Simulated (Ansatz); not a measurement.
**TiS2: band gap under strain**

How does strain move the band edges of TiS2 in the CdI2-type structure, and do the functionals agree on it? States: +3.0 % biaxial strain in x and y, free along z; +1.5 % strain along x alone; +2.5 % strain along z alone.

The runs shown are made with Ansatz 0.2.0. PAW datasets, plane waves. (Simulation; spin polarisation is off.)

### Step 1. The structure to begin with

The unstrained cell was relaxed with r2SCAN+rVV10; in each strained cell the atoms were relaxed again with r2SCAN+rVV10. Names of k-points are those of the unstrained zone, where strain can split equivalent points. First state: +3.0 % biaxial strain in x and y, free along z.

It is trigonal, P-3m1 (No. 164); a = 3.513 Å, c = 5.653 Å in the conventional setting, 20.14 Å³ an atom. Near Ti stand 6 S at 2.44 Å; near S stand 3 Ti at 2.44 Å.

Structure file:

Space group P-3m1 (No. 164). a = 3.513 Å, b = 3.513 Å, c = 5.653 Å, α = 90.00°, β = 90.00°, γ = 120.00°
| atom | site | symmetry | x | y | z |
| --- | --- | --- | --- | --- | --- |
| Ti | 1a | -3m. | 0.0000 | 0.0000 | 0.0000 |
| S | 2d | 3m. | 0.3333 | 0.6667 | 0.2413 |

From earlier runs on the unstrained cell: PBE -0.08 eV, r2SCAN 0.14 eV, HSE06 0.61 eV; a = 3.411 Å, c = 5.739 Å.

### Step 2. +3.0 % biaxial strain in x and y, free along z: PBE

Input file input.yaml:

```yaml
crystal:
  lattice:
    - [3.5129195863, 0.0, 0.0]
    - [-1.7564597931, 3.0422776032, 0.0]
    - [0.0, 0.0, 5.6526394244]
  atoms:
    - { symbol: Ti, position: [0.0, 0.0, 0.0] }
    - { symbol: S, position: [0.3333333333, 0.6666666667, 0.241268554] }
    - { symbol: S, position: [0.6666666667, 0.3333333333, 0.758731446] }
kpoints:
  mp_grid: { grid: [12, 12, 4] }
  band_path:
    path:
      - [0.0, 0.0, 0.0]
      - [0.5, 0.0, 0.0]
      - [0.3333333333, 0.3333333333, 0.0]
      - [0.0, 0.0, 0.5]
      - [0.5, 0.0, 0.5]
      - [0.3333333333, 0.3333333333, 0.5]
      - [-0.052083, 0.026042, 0.0]
      - [0.0, 0.5, 0.5]
    npoints: 1
hamiltonian:
  xc: pbe
scf:
  occupations: { method: fermi_dirac, width: 0.02 }
  n_extra_bands: 4
output:
  forces: true
  stress: true
  eigenvalues: true
  write_density: true
  write_potential: true
  elf: true
  volumetric_format: npy
```

Command:

```
> ansatz run input.yaml --threads 2 --pin off --max-ram 2211MiB --backend cpu --events-out ev --progress --plain --runs-dir out
```

Further steps of the session: +3.0 % biaxial strain in x and y, free along z: r2SCAN; +3.0 % biaxial strain in x and y, free along z: HSE06; +1.5 % strain along x alone: PBE; +1.5 % strain along x alone: r2SCAN; +1.5 % strain along x alone: HSE06; +2.5 % strain along z alone: PBE; +2.5 % strain along z alone: r2SCAN; +2.5 % strain along z alone: HSE06.

Before running it: what results should come out?

As calculated:

Least gap in eV (negative: overlap), with the change from the unstrained cell in brackets:

```
                                         state  volume change (%)            PBE        r2SCAN         HSE06
+3.0 % biaxial strain in x and y, free along z               +4.5   0.05 (+0.13)  0.25 (+0.11)  0.79 (+0.18)
                   +1.5 % strain along x alone               +1.5  -0.04 (+0.04)  0.18 (+0.04)  0.66 (+0.05)
                   +2.5 % strain along z alone               +2.5  -0.07 (+0.01)  0.15 (+0.01)  0.62 (+0.01)
```

**Reading.** The largest move of the HSE06 gap in the table is +0.180 eV, under +3.0 % biaxial strain in x and y, free along z. PBE and HSE06 differ by 0.69 eV on the unstrained gap, and by at most 0.06 eV on its change. Under +1.5 % strain along x alone and under +2.5 % strain along z alone PBE gives no gap, or under 0.02 eV, while HSE06 has one.
